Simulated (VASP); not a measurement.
# MoP under changes of volume

One of the cells (14.640 Å³/atom); the others are scaled copies at fixed shape and fractional positions:

```
Mo P
1.0
     3.24434    0.00000    0.00000
    -1.62217    2.80969    0.00000
     0.00000    0.00000    3.21213
Mo P
1 1
Direct
  0.00000 0.00000 0.00000
  0.33333 0.66667 0.50000
```

- Program: VASP 6.6.1
- Functional: PBEsol
- Potentials or basis: VASP PAW PBE potentials, release 64 (Mo_sv, P)
- Cutoff: 520 eV
- k mesh: 10 × 10 × 8
- Occupations: fermi-dirac, width 0.05 eV
- Spin: no spin polarisation

| volume (Å³/atom) | energy over the lowest point (meV/atom) | pressure (GPa) |
| --- | --- | --- |
| 13.492 | 24.37 | 12.6 |
| 13.779 | 7.12 | 6.6 |
| 14.066 | 0.00 | 1.3 |
| 14.640 | 12.02 | -7.8 |
| 14.927 | ? | ? |
| 15.214 | 53.25 | -15.0 |

What does the run at 14.927 Å³/atom give?

Energy over the lowest point 29.37 meV/atom; pressure -11.6 GPa.

Worked out: A Birch-Murnaghan fit of order 3 (a polynomial in V^(-2/3)) to the other rows has its minimum at 14.14 Å³/atom with B0 = V·E''(V) = 242 GPa and B' = 4.4 at fixed shape and positions, which overstates the stiffness. It gives 29.37 meV/atom at 14.927 Å³/atom, against the run's 29.37, and -dE/dV = -11.6 GPa, against -11.6.

Energies are extrapolated to zero smearing.

Caveats: the PAW data sets were made with another functional, which shifts forces and pressure a little.
